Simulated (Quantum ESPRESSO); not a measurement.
# I (Fmmm) in Quantum ESPRESSO: equation of state

Aim: energy against volume of I in PBEsol, for its equilibrium volume and stiffness.

Everything below comes from runs of Quantum ESPRESSO 7.5. Logs are shortened: lines on timing, memory, paths and dates and some standing lists are left out, and cuts for length are marked.

## Step 1: The structure

Symmetry: Fmmm, No. 69, orthorhombic system. Conventional cell: a = 4.384 Å, b = 4.731 Å, c = 7.820 Å, α = 90.00°, β = 90.00°, γ = 90.00°. I (site symmetry mmm) has 4 I at 3.23 Å as nearest neighbours.

## Step 2: Single point, PBEsol, 38.12 Å³/atom

File pw.in:

```
&CONTROL
  calculation = 'scf'
  prefix = 'pwscf'
  outdir = './tmp'
  pseudo_dir = './pseudo'
  tprnfor = .true.
  tstress = .true.
  disk_io = 'nowf'
/
&SYSTEM
  ibrav = 0
  nat = 1
  ntyp = 1
  ecutwfc = 45
  ecutrho = 360
  nbnd = 9
  occupations = 'smearing'
  smearing = 'fd'
  degauss = 0.00367493
/
&ELECTRONS
  conv_thr = 2d-10
  electron_maxstep = 120
  mixing_beta = 0.5
/
ATOMIC_SPECIES
I    126.9045 i_pbesol_v1.uspp.F.UPF
CELL_PARAMETERS angstrom
   0.0000000000    2.3173093325    3.8300250810
   2.1474932061    0.0000000000    3.8300250810
   2.1474932061    2.3173093325    0.0000000000
ATOMIC_POSITIONS crystal
I      0.0000000000    0.0000000000    0.0000000000
K_POINTS automatic
9 9 9 0 0 0
```

Potentials or basis: GBRV 1.5 PBEsol.

Launch:

```sh
> OMP_NUM_THREADS=1 mpirun -n 2 pw.x -nk 2 -in pw.in > pw.out
```

pw.out:

```text
This program is part of the open-source Quantum ESPRESSO suite
     for quantum simulation of materials; please cite
         "P. Giannozzi et al., J. Phys.:Condens. Matter 21 395502 (2009);
         "P. Giannozzi et al., J. Phys.:Condens. Matter 29 465901 (2017);
         "P. Giannozzi et al., J. Chem. Phys. 152 154105 (2020);
     in publications or presentations arising from this work. More details at

     Message from routine setup:
     using ibrav=0 with symmetry is DISCOURAGED, use correct ibrav instead

     K-points division:     npool     =       2
     Subspace diagonalization in iterative solution of the eigenvalue problem:
     a serial algorithm will be used

     G-vector sticks info
     --------------------
     sticks:   dense  smooth     PW     G-vecs:    dense   smooth      PW
     Sum        1341     667    209                29693    10505    1823

     Using Slab Decomposition

     bravais-lattice index     =            0
     lattice parameter (alat)  =       8.4594  a.u.
     unit-cell volume          =     257.2433 (a.u.)^3
     number of atoms/cell      =            1
     number of atomic types    =            1
     number of electrons       =         7.00
     number of Kohn-Sham states=            9
     kinetic-energy cutoff     =      45.0000  Ry
     charge density cutoff     =     360.0000  Ry
     scf convergence threshold =      2.0E-10
     mixing beta               =       0.5000
     number of iterations used =            8  plain     mixing
     Exchange-correlation= SLA  PW   PSX  PSC
                           (   1   4  10   8   0   0   0)

     celldm(1)=   8.459351  celldm(2)=   0.000000  celldm(3)=   0.000000
     celldm(4)=   0.000000  celldm(5)=   0.000000  celldm(6)=   0.000000

     crystal axes: (cart. coord. in units of alat)
               a(1) = (   0.000000   0.517661   0.855586 )
               a(2) = (   0.479726   0.000000   0.855586 )
               a(3) = (   0.479726   0.517661   0.000000 )

     reciprocal axes: (cart. coord. in units 2 pi/alat)
               b(1) = ( -1.042261  0.965882  0.584395 )
               b(2) = (  1.042261 -0.965882  0.584395 )
               b(3) = (  1.042261  0.965882 -0.584395 )

     PseudoPot. # 1 for I  read from file:
     i_pbesol_v1.uspp.F.UPF
     Pseudo is Ultrasoft + core correction, Zval =  7.0
     Generated by new atomic code, or converted to UPF format
     Using radial grid of  893 points,  6 beta functions with:
                l(1) =   0
                l(2) =   0
                l(3) =   1
                l(4) =   1
                l(5) =   2
                l(6) =   2
     Q(r) pseudized with  8 coefficients,  rinner =    1.500   1.500   1.500
                                                       1.500   1.500

     atomic species   valence    mass     pseudopotential
     I                 7.00   126.90450     I ( 1.00)

      8 Sym. Ops., with inversion, found

   Cartesian axes

     site n.     atom                  positions (alat units)
         1        I      tau(   1) = (   0.0000000   0.0000000   0.0000000  )

     number of k points=   125  Fermi-Dirac smearing, width (Ry)=  0.0037

     Number of k-points >= 100: set verbosity='high' to print them.

     Dense  grid:    29693 G-vectors     FFT dimensions: (  54,  54,  40)

     Smooth grid:    10505 G-vectors     FFT dimensions: (  40,  36,  25)

     Initial potential from superposition of free atoms

     starting charge       6.9999, renormalised to       7.0000
     Starting wfcs are    4 randomized atomic wfcs +    5 random wfcs

     Self-consistent Calculation

     iteration #  1     ecut=    45.00 Ry     beta= 0.50
     Davidson diagonalization with overlap
     ethr =  1.00E-02,  avg # of iterations =  6.4

     Threshold (ethr) on eigenvalues was too large:
     Diagonalizing with lowered threshold

     Davidson diagonalization with overlap
     ethr =  8.32E-05,  avg # of iterations =  4.0

     total energy              =     -65.12171384 Ry
     estimated scf accuracy    <       0.00572950 Ry

     iteration #  2     ecut=    45.00 Ry     beta= 0.50
     Davidson diagonalization with overlap
     ethr =  8.19E-05,  avg # of iterations =  1.0

     total energy              =     -65.12187987 Ry
     estimated scf accuracy    <       0.00060014 Ry

     iteration #  3     ecut=    45.00 Ry     beta= 0.50
     Davidson diagonalization with overlap
     ethr =  8.57E-06,  avg # of iterations =  2.9

     total energy              =     -65.12199910 Ry
     estimated scf accuracy    <       0.00001136 Ry

     iteration #  4     ecut=    45.00 Ry     beta= 0.50
     Davidson diagonalization with overlap
     ethr =  1.62E-07,  avg # of iterations =  4.2

     total energy              =     -65.12201576 Ry
     estimated scf accuracy    <       0.00000090 Ry

     iteration #  5     ecut=    45.00 Ry     beta= 0.50
     Davidson diagonalization with overlap
     ethr =  1.29E-08,  avg # of iterations =  1.3

     total energy              =     -65.12201582 Ry
     estimated scf accuracy    <          5.3E-09 Ry

     iteration #  6     ecut=    45.00 Ry     beta= 0.50
     Davidson diagonalization with overlap
     ethr =  7.56E-11,  avg # of iterations =  4.3

     total energy              =     -65.12201584 Ry
     estimated scf accuracy    <          3.6E-10 Ry

     iteration #  7     ecut=    45.00 Ry     beta= 0.50
     Davidson diagonalization with overlap
     ethr =  5.18E-12,  avg # of iterations =  2.3

     End of self-consistent calculation

     Number of k-points >= 100: set verbosity='high' to print the bands.

     the Fermi energy is     4.5417 ev

!    total energy              =     -65.12201584 Ry
     estimated scf accuracy    <          3.8E-11 Ry
     smearing contrib. (-TS)   =      -0.00031799 Ry
     internal energy E=F+TS    =     -65.12169785 Ry

     The total energy is F=E-TS. E is the sum of the following terms:
     one-electron contribution =       2.13209211 Ry
     hartree contribution      =       2.23587735 Ry
     xc contribution           =     -47.84474739 Ry
     ewald contribution        =     -21.64491991 Ry

     convergence has been achieved in   7 iterations

     Forces acting on atoms (cartesian axes, Ry/au):

     atom    1 type  1   force =     0.00000000    0.00000000    0.00000000

     Total force =     0.000000     Total SCF correction =     0.000000

     Computing stress (Cartesian axis) and pressure

          total   stress  (Ry/bohr**3)                   (kbar)     P=        2.38
   0.00003084  -0.00000000   0.00000000            4.54       -0.00        0.00
  -0.00000000   0.00003688   0.00000000           -0.00        5.43        0.00
   0.00000000  -0.00000000  -0.00001916            0.00       -0.00       -2.82

=------------------------------------------------------------------------------=
   JOB DONE.
=------------------------------------------------------------------------------=
```

Wall time 14 s (2 MPI ranks of AMD EPYC 7R43 (Zen 3), shared host); peak memory 0.22 GiB.

What came out:

```
Free energy            : -886.0302 eV
Pressure               : 0.2 GPa
Band gap on the k mesh : none (metal or under the smearing width)
```

Caveat: an odd number of electrons without spin polarisation forces a metal; a magnetic or distorted state may lie lower.

## Step 3: Single point, PBEsol, 38.93 Å³/atom

pw.in, as its differences from that of step 2:

```diff
@@ -28,5 +28,5 @@
 CELL_PARAMETERS angstrom
-   0.0000000000    2.3173093325    3.8300250810
-   2.1474932061    0.0000000000    3.8300250810
-   2.1474932061    2.3173093325    0.0000000000
+   0.0000000000    2.3336289500    3.8569979773
+   2.1626168959    0.0000000000    3.8569979773
+   2.1626168959    2.3336289500    0.0000000000
 ATOMIC_POSITIONS crystal
```

Potentials or basis: GBRV 1.5 PBEsol.

Launch:

```sh
> OMP_NUM_THREADS=1 mpirun -n 2 pw.x -nk 2 -in pw.in > pw.out
```

It took 13 s on 2 MPI ranks of AMD EPYC 7R43 (Zen 3), shared host; peak memory 0.22 GiB.

The run converged. Its results:

| Quantity | Value |
| --- | --- |
| Free energy | -886.0297 eV |
| Pressure | -0.4 GPa |
| Band gap on the k mesh | none (metal or under the smearing width) |

Caveat: an odd number of electrons without spin polarisation forces a metal; a magnetic or distorted state may lie lower.

## Step 4: Single point, PBEsol, 39.74 Å³/atom

pw.in, as its differences from that of step 3:

```diff
@@ -28,5 +28,5 @@
 CELL_PARAMETERS angstrom
-   0.0000000000    2.3336289500    3.8569979773
-   2.1626168959    0.0000000000    3.8569979773
-   2.1626168959    2.3336289500    0.0000000000
+   0.0000000000    2.3497234514    3.8835988039
+   2.1775319666    0.0000000000    3.8835988039
+   2.1775319666    2.3497234514    0.0000000000
 ATOMIC_POSITIONS crystal
```

Launch:

```sh
> OMP_NUM_THREADS=1 mpirun -n 2 pw.x -nk 2 -in pw.in > pw.out
```

It took 14 s on 2 MPI ranks of AMD EPYC 7R43 (Zen 3), shared host; peak memory 0.24 GiB.

It converged, with:

```yaml
Free_energy: -886.0263 eV
Pressure: -0.9 GPa
Band_gap_on_the_k_mesh: none (metal or under the smearing width)
```

Caveat: an odd number of electrons without spin polarisation forces a metal; a magnetic or distorted state may lie lower.

## Step 5: Single point, PBEsol, 40.55 Å³/atom

pw.in, as its differences from that of step 4:

```diff
@@ -28,5 +28,5 @@
 CELL_PARAMETERS angstrom
-   0.0000000000    2.3497234514    3.8835988039
-   2.1775319666    0.0000000000    3.8835988039
-   2.1775319666    2.3497234514    0.0000000000
+   0.0000000000    2.3656004428    3.9098401324
+   2.1922454667    0.0000000000    3.9098401324
+   2.1922454667    2.3656004428    0.0000000000
 ATOMIC_POSITIONS crystal
```

Launch:

```sh
> OMP_NUM_THREADS=1 mpirun -n 2 pw.x -nk 2 -in pw.in > pw.out
```

It took 21 s on 2 MPI ranks of AMD EPYC 7R43 (Zen 3), shared host; peak memory 0.24 GiB.

Results (log left out):

| Quantity | Value |
| --- | --- |
| Free energy | -886.0203 eV |
| Pressure | -1.4 GPa |
| Band gap on the k mesh | none (metal or under the smearing width) |

Caveat: an odd number of electrons without spin polarisation forces a metal; a magnetic or distorted state may lie lower.

## Step 6: Single point, PBEsol, 41.36 Å³/atom

pw.in, as its differences from that of step 5:

```diff
@@ -28,5 +28,5 @@
 CELL_PARAMETERS angstrom
-   0.0000000000    2.3656004428    3.9098401324
-   2.1922454667    0.0000000000    3.9098401324
-   2.1922454667    2.3656004428    0.0000000000
+   0.0000000000    2.3812671275    3.9357338680
+   2.2067640717    0.0000000000    3.9357338680
+   2.2067640717    2.3812671275    0.0000000000
 ATOMIC_POSITIONS crystal
```

Potentials or basis: GBRV 1.5 PBEsol.

Launch:

```sh
> OMP_NUM_THREADS=1 mpirun -n 2 pw.x -nk 2 -in pw.in > pw.out
```

Run time: 15 s. Hardware: 2 MPI ranks of AMD EPYC 7R43 (Zen 3), shared host; peak memory 0.24 GiB.

Results (log left out):

```yaml
Free_energy: -886.0119 eV
Pressure: -1.8 GPa
Band_gap_on_the_k_mesh: none (metal or under the smearing width)
```

Caveat: an odd number of electrons without spin polarisation forces a metal; a magnetic or distorted state may lie lower.

## Step 7: Single point, PBEsol, 42.17 Å³/atom

pw.in, as its differences from that of step 6:

```diff
@@ -28,5 +28,5 @@
 CELL_PARAMETERS angstrom
-   0.0000000000    2.3812671275    3.9357338680
-   2.2067640717    0.0000000000    3.9357338680
-   2.2067640717    2.3812671275    0.0000000000
+   0.0000000000    2.3967303343    3.9612912976
+   2.2210941101    0.0000000000    3.9612912976
+   2.2210941101    2.3967303343    0.0000000000
 ATOMIC_POSITIONS crystal
```

Launch:

```sh
> OMP_NUM_THREADS=1 mpirun -n 2 pw.x -nk 2 -in pw.in > pw.out
```

It took 15 s on 2 MPI ranks of AMD EPYC 7R43 (Zen 3), shared host; peak memory 0.24 GiB.

The run converged. Its results:

| Quantity | Value |
| --- | --- |
| Free energy | -886.0016 eV |
| Pressure | -2.2 GPa |
| Band gap on the k mesh | none (metal or under the smearing width) |

Caveat: an odd number of electrons without spin polarisation forces a metal; a magnetic or distorted state may lie lower.

## Step 8: Single point, PBEsol, 42.99 Å³/atom

pw.in, as its differences from that of step 7:

```diff
@@ -28,5 +28,5 @@
 CELL_PARAMETERS angstrom
-   0.0000000000    2.3967303343    3.9612912976
-   2.2210941101    0.0000000000    3.9612912976
-   2.2210941101    2.3967303343    0.0000000000
+   0.0000000000    2.4119965442    3.9865231326
+   2.2352415877    0.0000000000    3.9865231326
+   2.2352415877    2.4119965442    0.0000000000
 ATOMIC_POSITIONS crystal
```

Launch:

```sh
> OMP_NUM_THREADS=1 mpirun -n 2 pw.x -nk 2 -in pw.in > pw.out
```

Wall time 15 s (2 MPI ranks of AMD EPYC 7R43 (Zen 3), shared host); peak memory 0.24 GiB.

It converged, with:

* Free energy: -885.9896 eV
* Pressure: -2.5 GPa
* Band gap on the k mesh: none (metal or under the smearing width)

Caveat: an odd number of electrons without spin polarisation forces a metal; a magnetic or distorted state may lie lower.

## Step 9: Equation of state, PBEsol

Potentials or basis: GBRV 1.5 PBEsol.

This step only gathers the single runs of the series.

Results:

```
Equilibrium volume                        : 38.41 Å³/atom
Bulk modulus at fixed shape and positions : 31 GPa
Pressure derivative of the bulk modulus   : 5.4
```

Energy against volume, from the lowest point:
```csv
volume (Å³/atom),energy (meV/atom)
38.120,0.00
38.931,0.43
39.742,3.85
40.553,9.89
41.364,18.22
42.175,28.53
42.986,40.57
```

Caveat: the cell was scaled at fixed shape and fractional positions, which overstates the stiffness of a crystal with free parameters, most of all of layers and chains. Spin-orbit coupling is left out, which matters for the levels of I.
